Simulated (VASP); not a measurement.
# GaS (P6_3/mmc) in VASP: relaxation of cell and atoms with PBE+D3(BJ)

Aim: the relaxation of cell and atoms of GaS with PBE+D3(BJ).

All numbers are computed with VASP 6.6.1; they aren't measurements. Logs are shortened: lines on timing, memory, paths and dates and some standing lists are left out, and cuts for length are marked.

### 1 The structure

The structure is hexagonal, space group P6_3/mmc (No. 194). The conventional cell has a = 3.588 Å, b = 3.588 Å, c = 15.423 Å, α = 90.00°, β = 90.00°, γ = 120.00°. Ga (site symmetry 3m) is surrounded by 3 S at 2.34 Å and 1 Ga at 2.45 Å. S (site symmetry 3m) has 3 Ga at 2.34 Å as nearest neighbours.

### 2 Relaxation of cell and atoms, PBE+D3(BJ)

Input file INCAR:

```
SYSTEM = GaS
ALGO     = Normal         ! electronic algorithm
EDIFF    = 1E-7           ! SCF threshold, eV
EDIFFG   = -0.005         ! ionic threshold
ENCUT    = 600            ! plane-wave cutoff, eV
GGA      = PE             ! functional
IBRION   = 2              ! ionic algorithm
ISIF     = 3              ! what is computed and relaxed
ISMEAR   = 0              ! smearing method
IVDW     = 12             ! dispersion correction
KPAR     = 4            
LASPH    = .True.         ! aspherical terms in the spheres
LCHARG   = .False.        ! write CHGCAR
LREAL    = .False.        ! projectors in reciprocal space
LWAVE    = .False.        ! write WAVECAR
NELM     = 80             ! most SCF steps
NSW      = 90             ! ionic steps
PREC     = Accurate       ! precision mode
SIGMA    = 0.03           ! smearing width, eV
```

Input file KPOINTS:

```
k-points
0
Gamma
  9 9 2
  0 0 0
```

Input file POSCAR:

```
GaS                                     
1.0
    3.5881281492     -0.0000000000      0.0000000000
   -1.7940640746      3.1074101293     -0.0000000000
    0.0000000000     -0.0000000000     15.4225057272
  Ga              S             
     4     4
Direct
     0.3333333332999970    0.6666666667000030    0.1706235578691137
     0.6666666667000030    0.3333333332999970    0.6706235578691137
     0.3333333332999970    0.6666666667000030    0.3293764421308863
     0.6666666667000030    0.3333333332999970    0.8293764421308863
     0.3333333332999970    0.6666666667000030    0.5999385165630959
     0.6666666667000030    0.3333333332999970    0.0999385165630959
     0.3333333332999970    0.6666666667000030    0.9000614834369041
     0.6666666667000030    0.3333333332999970    0.4000614834369041
```

Potentials or basis: VASP PAW PBE potentials, release 64 (Ga_d, S).

Started as:

```
> cat potpaw_PBE.64/Ga_d/POTCAR potpaw_PBE.64/S/POTCAR > POTCAR
> mpirun -np 4 vasp_std > vasp.out
```

OUTCAR:

```text
SYSTEM = GaS
   EDIFF = 1E-7
   EDIFFG = -0.005
   ENCUT = 600
   GGA = PE
   IBRION = 2
   ISIF = 3
   ISMEAR = 0
   IVDW = 12
   LASPH = .True.
   LREAL = .False.
   NELM = 80
   NSW = 90
   PREC = Accurate
 IVDW          = 12

 ion  position               nearest neighbor table
   1  0.333  0.667  0.171-   6 2.34   6 2.34   6 2.34   3 2.45
   2  0.667  0.333  0.671-   5 2.34   5 2.34   5 2.34   4 2.45
   3  0.333  0.667  0.329-   8 2.34   8 2.34   8 2.34   1 2.45
   4  0.667  0.333  0.829-   7 2.34   7 2.34   7 2.34   2 2.45
   5  0.333  0.667  0.600-   2 2.34   2 2.34   2 2.34
   6  0.667  0.333  0.100-   1 2.34   1 2.34   1 2.34
   7  0.333  0.667  0.900-   4 2.34   4 2.34   4 2.34
   8  0.667  0.333  0.400-   3 2.34   3 2.34   3 2.34

  LATTYP: Found a hexagonal cell.
 ALAT       =     3.5881281492
 C/A-ratio  =     4.2982037112

  Lattice vectors:

 A1 = (   3.5881281492,   0.0000000000,   0.0000000000)
 A2 = (  -1.7940640746,   3.1074101293,   0.0000000000)
 A3 = (   0.0000000000,   0.0000000000,  15.4225057272)

Analysis of symmetry for initial positions (statically):
=====================================================================
 Subroutine PRICEL returns:
 Original cell was already a primitive cell.

 Routine SETGRP: Setting up the symmetry group for a
 hexagonal supercell.

 Subroutine GETGRP returns: Found 24 space group operations
 (whereof 12 operations were pure point group operations)
 out of a pool of 24 trial point group operations.

The static configuration has the point symmetry D_3d.
 The point group associated with its full space group is D_6h.

Analysis of symmetry for dynamics (positions and initial velocities):
=====================================================================
 Subroutine PRICEL returns:
 Original cell was already a primitive cell.

 Routine SETGRP: Setting up the symmetry group for a
 hexagonal supercell.

 Subroutine GETGRP returns: Found 24 space group operations
 (whereof 12 operations were pure point group operations)
 out of a pool of 24 trial point group operations.

The dynamic configuration has the point symmetry D_3d.
 The point group associated with its full space group is D_6h.
[... 183 lines left out ...]
    -1.794064075  3.107410129  0.000000000     0.000000000  0.321811399  0.000000000
     0.000000000  0.000000000 15.422505727     0.000000000  0.000000000  0.064840307

 POSITION                                       TOTAL-FORCE (eV/Angst)
 -----------------------------------------------------------------------------------
     -0.00000      2.07161      2.63144        -0.000000      0.000000      0.000781
      1.79406      1.03580     10.34270        -0.000000      0.000000      0.000781
     -0.00000      2.07161      5.07981         0.000000      0.000000     -0.000781
      1.79406      1.03580     12.79106         0.000000      0.000000     -0.000781
     -0.00000      2.07161      9.25256        -0.000000     -0.000000      0.006935
      1.79406      1.03580      1.54130        -0.000000      0.000000      0.006935
     -0.00000      2.07161     13.88120        -0.000000      0.000000     -0.006935
      1.79406      1.03580      6.16995        -0.000000      0.000000     -0.006935
 -----------------------------------------------------------------------------------
    total drift:                               -0.000000      0.000000     -0.000000

  FREE ENERGIE OF THE ION-ELECTRON SYSTEM (eV)
  ---------------------------------------------------
  free  energy   TOTEN  =       -35.3997769625 eV

  energy  without entropy=      -35.3997769625  energy(sigma->0) =      -35.39977696

--------------------------------------- Ionic step        2  -------------------------------------------

 number of electron      75.9999988 magnetization

 Free energy of the ion-electron system (eV)
  ---------------------------------------------------
  ext. energy  EPLUGINS =         0.00000000
  ---------------------------------------------------
  free energy    TOTEN  =       -33.20976668 eV

  energy without entropy =      -33.20976668  energy(sigma->0) =      -33.20976668

 E-fermi :   4.1482     XC(G=0):  -9.5111

 val. band max:        3.9856667433   @ k =   0.0000   0.0000   0.0000
 cond. band min:       5.5591489711   @ k =   0.4444  -0.0000   0.0000
 fundamental gap:      1.5734822278
 Fermi energy:         4.1481660198

 k-point     1 :       0.0000    0.0000    0.0000
  band No.  band energies     occupation
      1     -10.9914      2.00000
      2     -10.9883      2.00000
      3     -10.8609      2.00000
      4     -10.8609      2.00000
      5     -10.8608      2.00000
      6     -10.8608      2.00000
[... 1141 lines left out ...]
     44       8.3823      0.00000
     45       9.0425      0.00000

------------------------ aborting loop because EDIFF is reached ----------------------------------------

 Edisp (eV)   -2.19002

 E8    (eV) :    -0.9106

  FORCE on cell =-STRESS in cart. coord.  units (eV):
  Direction    XX          YY          ZZ          XY          YZ          ZX
  --------------------------------------------------------------------------------------
  -------------------------------------------------------------------------------------
  Total       0.00793     0.00793     0.01143     0.00000    -0.00000     0.00000
  in kB       0.07384     0.07384     0.10648     0.00000    -0.00000     0.00000
  external pressure =        0.08 kB  Pullay stress =        0.00 kB

 VOLUME and BASIS-vectors are now :
 -----------------------------------------------------------------------------
  energy-cutoff  :      600.00
  volume of cell :      171.97
      direct lattice vectors                 reciprocal lattice vectors
     3.588243415  0.000000000  0.000000000     0.278687894  0.160900531  0.000000000
    -1.794121707  3.107509952 -0.000000000     0.000000000  0.321801061  0.000000000
     0.000000000 -0.000000000 15.422783080     0.000000000  0.000000000  0.064839141

 POSITION                                       TOTAL-FORCE (eV/Angst)
 -----------------------------------------------------------------------------------
     -0.00000      2.07167      2.63153         0.000000     -0.000000      0.002361
      1.79412      1.03584     10.34292        -0.000000     -0.000000      0.002361
     -0.00000      2.07167      5.07986         0.000000      0.000000     -0.002361
      1.79412      1.03584     12.79126        -0.000000      0.000000     -0.002361
     -0.00000      2.07167      9.25306         0.000000     -0.000000      0.004870
      1.79412      1.03584      1.54166         0.000000      0.000000      0.004870
     -0.00000      2.07167     13.88112         0.000000      0.000000     -0.004870
      1.79412      1.03584      6.16973        -0.000000      0.000000     -0.004870
 -----------------------------------------------------------------------------------
    total drift:                               -0.000000      0.000000     -0.000000

  FREE ENERGIE OF THE ION-ELECTRON SYSTEM (eV)
  ---------------------------------------------------
  free  energy   TOTEN  =       -35.3997863314 eV

  energy  without entropy=      -35.3997863314  energy(sigma->0) =      -35.39978633

 reached required accuracy - stopping structural energy minimisation
```

CONTCAR:

```text
GaS
   1.00000000000000
     3.5882434148697087    0.0000000000000000    0.0000000000000000
    -1.7941217074348543    3.1075099522981571   -0.0000000000000000
     0.0000000000000000   -0.0000000000000000   15.4227830796796219
  Ga              S
     4     4
Direct
     0.3333333332999970    0.6666666667000030    0.1706260018430349
     0.6666666667000030    0.3333333332999970    0.6706260018430349
     0.3333333332999970    0.6666666667000030    0.3293739981569652
     0.6666666667000030    0.3333333332999970    0.8293739981569651
     0.3333333332999970    0.6666666667000030    0.5999602088974968
     0.6666666667000030    0.3333333332999970    0.0999602088974968
     0.3333333332999970    0.6666666667000030    0.9000397911025032
     0.6666666667000030    0.3333333332999970    0.4000397911025033

  0.00000000E+00  0.00000000E+00  0.00000000E+00
  0.00000000E+00  0.00000000E+00  0.00000000E+00
  0.00000000E+00  0.00000000E+00  0.00000000E+00
  0.00000000E+00  0.00000000E+00  0.00000000E+00
  0.00000000E+00  0.00000000E+00  0.00000000E+00
  0.00000000E+00  0.00000000E+00  0.00000000E+00
  0.00000000E+00  0.00000000E+00  0.00000000E+00
  0.00000000E+00  0.00000000E+00  0.00000000E+00
```

It took 1.8 min on 4 MPI ranks of Intel Xeon 6975P-C (Granite Rapids), shared host; peak memory 0.45 GiB.

What came out:

- Free energy: -35.3998 eV
- Energy gained by relaxing: 0.0 meV/atom
- Ionic steps: 2
- Pressure after relaxing: 0.0 GPa
- Largest force after relaxing: 0.005 eV/Å
- Band gap on the k mesh: 1.57 eV, indirect (least direct gap 1.67 eV)
- Dispersion energy per atom: -0.274 eV

Forces in eV/Å, atoms in the order of the input:
```
Ga   0.000  0.000  0.002
Ga   0.000  0.000  0.002
Ga   0.000  0.000 -0.002
Ga   0.000  0.000 -0.002
S    0.000  0.000  0.005
S    0.000  0.000  0.005
S    0.000  0.000 -0.005
S    0.000  0.000 -0.005
```

Final structure:
```
Ga S
1.0
     3.58824    0.00000    0.00000
    -1.79412    3.10751    0.00000
     0.00000    0.00000   15.42278
Ga S
4 4
Direct
  0.33333 0.66667 0.17063
  0.66667 0.33333 0.67063
  0.33333 0.66667 0.32937
  0.66667 0.33333 0.82937
  0.33333 0.66667 0.59996
  0.66667 0.33333 0.09996
  0.33333 0.66667 0.90004
  0.66667 0.33333 0.40004
```

Caveat: an odd mesh through Γ misses points on the zone boundary, where band edges often lie.
